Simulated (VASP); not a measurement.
Input of a VASP 6.6.1 run:

Contents of INCAR:

```
PREC = Accurate
ENCUT = 600
EDIFF = 1E-6
ISMEAR = 1
SIGMA = 0.1
LREAL = False
LASPH = True
NELM = 150
ALGO = Normal
ISIF = 3
LWAVE = False
LCHARG = False
ISPIN = 2
MAGMOM = 3 -3 3 -3 0 0 0 0 0 0
LORBIT = 11
LMAXMIX = 4
METAGGA = R2SCAN
LMIXTAU = True
IBRION = 2
NSW = 90
EDIFFG = -0.01
AMIX = 0.2
BMIX = 1E-4
AMIX_MAG = 0.8
BMIX_MAG = 1E-4
KPAR = 4
```

KPOINTS

```
Automatic mesh
0
Gamma
  9 9 9
```

Contents of POSCAR:

```
Cr2O3
1.0
    2.4785000000      1.4309626400      4.5307666700
   -2.4785000000      1.4309626400      4.5307666700
    0.0000000000     -2.8619252800      4.5307666700
Cr O
4 6
Direct
    0.3474800000      0.3474800000      0.3474800000
    0.1525200000      0.1525200000      0.1525200000
    0.6525200000      0.6525200000      0.6525200000
    0.8474800000      0.8474800000      0.8474800000
    0.5558000000      0.9442000000      0.2500000000
    0.2500000000      0.5558000000      0.9442000000
    0.9442000000      0.2500000000      0.5558000000
    0.4442000000      0.0558000000      0.7500000000
    0.7500000000      0.4442000000      0.0558000000
    0.0558000000      0.7500000000      0.4442000000
```

Potentials or basis: VASP PAW PBE potentials, release 64 (Cr_pv, O).

Launch:

```bash
$ cat potpaw_PBE.64/Cr_pv/POTCAR potpaw_PBE.64/O/POTCAR > POTCAR
$ mpirun -np 4 vasp_std > vasp.out
```

(1) Predict the relaxed volume.

(2) Estimate the site moments.

Answers

(1) 9.70 Å³/atom.

(2) Cr +2.72, -2.72; O +0.00 μB.

Caveat: the PAW data sets were made with another functional, which shifts forces and pressure a little.
